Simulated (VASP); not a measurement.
A run of VASP 6.6.1:

The input INCAR:

```
PREC = Accurate ; ENCUT = 520
EDIFF = 1E-6 ; ISMEAR = 0
SIGMA = 0.02 ; LREAL = F
LASPH = T ; NELM = 100
ALGO = Fast ; ISIF = 2
LWAVE = F ; LCHARG = T
GGA = PS ; LELF = T
LVHAR = T ; NBANDS = 11
```

The input KPOINTS:

```
Automatic mesh
0
Gamma
  8 8 8
```

Contents of POSCAR:

```
NaH
1.0
    0.0000000000      2.3845144000      2.3845144000
    2.3845144000      0.0000000000      2.3845144000
    2.3845144000      2.3845144000      0.0000000000
Na H
1 1
Direct
    0.0000000000      0.0000000000      0.0000000000
    0.5000000000      0.5000000000      0.5000000000
```

Potentials or basis: VASP PAW PBE potentials, release 64 (Na_pv, H).

Launch:

```sh
$ cat potpaw_PBE.64/Na_pv/POTCAR potpaw_PBE.64/H/POTCAR > POTCAR
$ mpirun -np 1 vasp_std > vasp.out
```

Hardware: 1 thread of Intel(R) Xeon(R) 6975P-C (Granite Rapids) (shared host).

Problem. Estimate the wall time of this run.

Solution. Wall time 6.4 s on 1 thread of Intel(R) Xeon(R) 6975P-C (Granite Rapids) (shared host), peak memory 0.14 GiB. Counts: scf iterations 13, k points 29.
